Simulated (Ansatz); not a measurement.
Clean, relaxed (111) surface of Si, space group Fd-3m (No. 227) (top face towards +c; atoms held fixed, by place in the list: 1, 2, 3):

```
CELL_PARAMETERS angstrom
3.84172 0.00000 0.00000
-1.92086 3.32702 0.00000
0.00000 0.00000 24.05768
ATOMIC_POSITIONS crystal
Si 0.33333 0.66667 0.35332
Si 0.00000 0.00000 0.38591
Si 0.00000 0.00000 0.48370
Si 0.66667 0.33333 0.51548
Si 0.66667 0.33333 0.61574
Si 0.33333 0.66667 0.64376
```

All numbers below come from Ansatz 0.2.0, DFT PBEsol, scalar-relativistic, plane waves, PAW. Cutoff 420 eV; k points 9×9×1 on the computed 6-atom cell (Γ-centred); Gaussian smearing, width 0.05 eV; no spin polarisation. The cell repeats along c with a dipole correction in the vacuum.

With the adsorbate the run is spin-polarised, so any moments that the slab's own atoms take up count into E_ads.

N (atom) is adsorbed on the top face, one adsorbate per 12.8 Å², and relaxed from 3 starting sites (fractions of a and b). The adsorption energy is E(slab + adsorbate) − E(slab) − E(free adsorbate, spin-polarised where open-shell). Heights count from the highest slab atom after relaxation. Δp counts per cell along +c. Bonded neighbours lie within 1.25 times the sum of covalent radii (1.35 for H) and, on that scale, within 12 % of the closest. With the adsorbate the cell is lengthened along c to keep the vacuum.

```csv
start,ends at,E_ads (eV),height (Å),shortest contact,Δp (e·Å)
"top (Si) at (0.33, 0.67)","(0.33, 0.67), 1 bonded neighbour (Si)",-3.03,1.74,N–Si 1.74 Å,-0.219
"hollow (Si-Si) at (0.00, 0.00), 1.0 Å under the top layer","(0.00, 0.00), 3 bonded neighbours (Si), largest slab move 0.6 Å",-3.16,-0.91,N–Si 2.26 Å,-0.020
"bridge (Si-Si) at (0.00, 0.50)","(0.73, 0.37), 2 bonded neighbours (Si), largest slab move 0.7 Å",-5.05,0.75,N–Si 1.67 Å,-0.091
```

Among the sites tried, the lowest end comes from the bridge (Si-Si) at (0.00, 0.50) start; other sites may lie lower.

Each end is the local minimum or symmetric point that its start leads to. The slab is only 7.1 Å thick, so the energies aren't converged with thickness.

For at least one of the starts the bottom face's work function also shifts by over 0.1 eV: the slab is too thin to screen the adsorbate, so the work functions aren't converged with thickness.

Semilocal functionals without U can misjudge the magnetic state of such a slab.